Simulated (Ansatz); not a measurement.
The elements of this relaxed trial crystal are hidden behind letters.

```
lattice vectors (Å)
   3.7541    0.0000    0.0000
  -1.8771    3.2512    0.0000
   0.0000    0.0000    9.0949
fractional positions
X 0.0000 0.0000 0.0000
Z 0.3333 0.6667 0.6604
Z 0.6667 0.3333 0.3396
Q 0.0000 0.0000 0.5000
Q 0.3333 0.6667 0.1870
Q 0.6667 0.3333 0.8130
```

Computed with Ansatz 0.2.0, DFT PBE, scalar-relativistic, plane waves, PAW. The final run on the 6-atom cell used 420 eV, a Γ-centred 12×12×4 mesh, 0.10 eV smearing and no spin polarisation.

* Space group: P-3m1 (No. 164)
* Conventional cell: a = 3.754 Å, c = 9.095 Å
* Volume per atom: 18.50 Å³
* Density: 5.19 g/cm³
* Formation energy: 0.00 eV/atom
* Gap on the 12×12×4 mesh of the 6-atom cell: 0 eV (a metal)

Energies are uncorrected and count from the elements' standard states at the same level.

Q: X is a p-block element of period 5, Z is a p-block element of period 4 and Q is a p-block element of period 3. Which elements are they?

A: X = In, Z = Ga, Q = P, so the formula is InGa2P3. Density times volume gives a mean mass of 5.19 × 18.50/1.6605 = 57.8 u per atom, and this set has 57.9 u. Around In lie 6 P at 2.76 Å; Ga is surrounded by 6 P at 2.57–2.61 Å; P on a site of symmetry -3m is surrounded by 6 Ga at 2.61 Å; 1 more site not described. Other sets within the hints have nearly the same mass, so mass alone doesn't settle it; this one was computed.

Symmetry constrained the relaxation, so the result can be a saddle point. Another cell of InGa2P3 relaxed alike, in P3m1, lies 0.34 eV/atom lower, so this cell isn't the stable form at this level.
